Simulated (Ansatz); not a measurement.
Input, command and steps of an Ansatz relaxation.

```yaml
crystal:
  lattice:
    - [-1.582241045, 1.582241045, 7.3935099397]
    - [1.582241045, -1.582241045, 7.3935099397]
    - [1.582241045, 1.582241045, -7.3935099397]
  atoms:
    - { symbol: Al, position: [0.0, 0.0, 0.0] }
    - { symbol: Al, position: [0.8079674619, 0.8079674619, 0.0] }
    - { symbol: Al, position: [0.1920325381, 0.1920325381, 0.0] }
    - { symbol: Ru, position: [0.6054855573, 0.6054855573, 0.0] }
    - { symbol: Ru, position: [0.3945144427, 0.3945144427, 0.0] }
basis:
  ecutwfc: 420
kpoints:
  mp_grid: { grid: [16, 16, 16] }
hamiltonian:
  xc: pbesol
scf:
  occupations: { method: gaussian, width: 0.1 }
output:
  forces: true
  stress: true
  eigenvalues: true
relax:
  adjacent_minimum: "off"
  f_tol: 0.01
  max_steps: 30
  cell: { stress_tol: 0.1, fix: [volume] }
```

```bash
ansatz run input.yaml --threads 1 --pin off --max-ram 2560MiB --backend cpu --events-out ev --progress --plain --runs-dir out
```

All numbers below come from Ansatz 0.2.0, DFT PBEsol, scalar-relativistic, plane waves, PAW.

The volume is held at 1.1 times that of the relaxed cell.

Of 5 frames 4 are shown, positions in Å and forces in eV/Å; the SCF threshold varies from step to step. Steps run on the plane waves of an earlier cell, with a Pulay correction in the pressure. The basis is chosen afresh for the last frame, the zero of the energies, and at times for earlier ones too; energy and pressure step there, also at an unchanged geometry.

```xyz
5
Lattice="-1.5822 1.5822 7.3935 1.5822 -1.5822 7.3935 1.5822 1.5822 -7.3935" Properties=species:S:1:pos:R:3:forces:R:3 pbc="T T T" step=1 free_energy_over_end_meV_per_atom=0.74 pressure_GPa=-14.83
Al    0.0000    0.0000    0.0000    0.0000    0.0000    0.0000
Al    0.0000    0.0000   11.9474    0.0000    0.0000    0.1629
Al    0.0000    0.0000    2.8396    0.0000    0.0000   -0.1629
Ru    0.0000    0.0000    8.9533    0.0000    0.0000    0.0600
Ru    0.0000    0.0000    5.8337    0.0000    0.0000   -0.0600
5
Lattice="-1.5813 1.5813 7.4020 1.5813 -1.5813 7.4020 1.5813 1.5813 -7.4020" Properties=species:S:1:pos:R:3:forces:R:3 pbc="T T T" step=2 free_energy_over_end_meV_per_atom=0.16 pressure_GPa=-14.53
Al    0.0000    0.0000    0.0000    0.0000    0.0000    0.0000
Al    0.0000    0.0000   11.9775    0.0000    0.0000    0.0093
Al    0.0000    0.0000    2.8266    0.0000    0.0000   -0.0093
Ru    0.0000    0.0000    8.9615    0.0000    0.0000   -0.0068
Ru    0.0000    0.0000    5.8426    0.0000    0.0000    0.0068
5
Lattice="-1.5779 1.5779 7.4340 1.5779 -1.5779 7.4340 1.5779 1.5779 -7.4340" Properties=species:S:1:pos:R:3:forces:R:3 pbc="T T T" step=3 free_energy_over_end_meV_per_atom=0.01 pressure_GPa=-14.38
Al    0.0000    0.0000    0.0000    0.0000    0.0000    0.0000
Al    0.0000    0.0000   12.0364    0.0000    0.0000    0.0000
Al    0.0000    0.0000    2.8316    0.0000    0.0000    0.0000
Ru    0.0000    0.0000    8.9965    0.0000    0.0000   -0.0160
Ru    0.0000    0.0000    5.8715    0.0000    0.0000    0.0160
5
Lattice="-1.5779 1.5779 7.4346 1.5779 -1.5779 7.4346 1.5779 1.5779 -7.4346" Properties=species:S:1:pos:R:3:forces:R:3 pbc="T T T" step=5 free_energy_over_end_meV_per_atom=0.00 pressure_GPa=-14.36
Al    0.0000    0.0000    0.0000    0.0000    0.0000    0.0000
Al    0.0000    0.0000   12.0391    0.0000    0.0000    0.0000
Al    0.0000    0.0000    2.8301    0.0000    0.0000    0.0000
Ru    0.0000    0.0000    8.9940    0.0000    0.0000    0.0097
Ru    0.0000    0.0000    5.8752    0.0000    0.0000   -0.0097
```

Time: 2.5 min on 1 thread of Intel(R) Xeon(R) Platinum 8375C CPU @ 2.90GHz (Ice Lake) (shared host), peak memory 0.8 GiB.